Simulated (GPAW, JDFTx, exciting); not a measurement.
CuI: 3 runs at one level of theory

```
I Cu
1.0
     0.00000    3.03150    3.03150
     3.03150    0.00000    3.03150
     3.03150    3.03150    0.00000
I Cu
1 1
Direct
  0.00000 0.00000 0.00000
  0.25000 0.25000 0.25000
```

Alike in all runs: task single point; functional PBEsol; k mesh 8 × 8 × 8; occupations gaussian, width 0.02 eV; no spin polarisation; no spin-orbit coupling. Pressure is positive in compression and, in plane waves, holds the error of the finite cutoff.

| program and potentials | plane-wave cutoff (eV) | notes | band gap (eV) | pressure (GPa) |
| --- | --- | --- | --- | --- |
| JDFTx, PseudoDojo-SR-PBEsol-0.4.1-standard with smoothed tails | 1252 | 13 valence electrons an atom on average | 0.98 | -2.41 |
| GPAW, PAW data sets generated for this functional | 600 | 9 valence electrons an atom on average; this data set often lies off other programs | 1.03 | -1.93 |
| exciting, all-electron LAPW+lo, shipped species files, valence relativity iora* | - | - | ? | - |

Problem. Estimate from the other rows what the run with exciting, all-electron LAPW+lo, shipped species files, valence relativity iora* gave.

Solution. Band gap 1.01 eV. The other rows, which needn't bracket it: band gap 0.98 to 1.03; pressure -2.41 to -1.93.
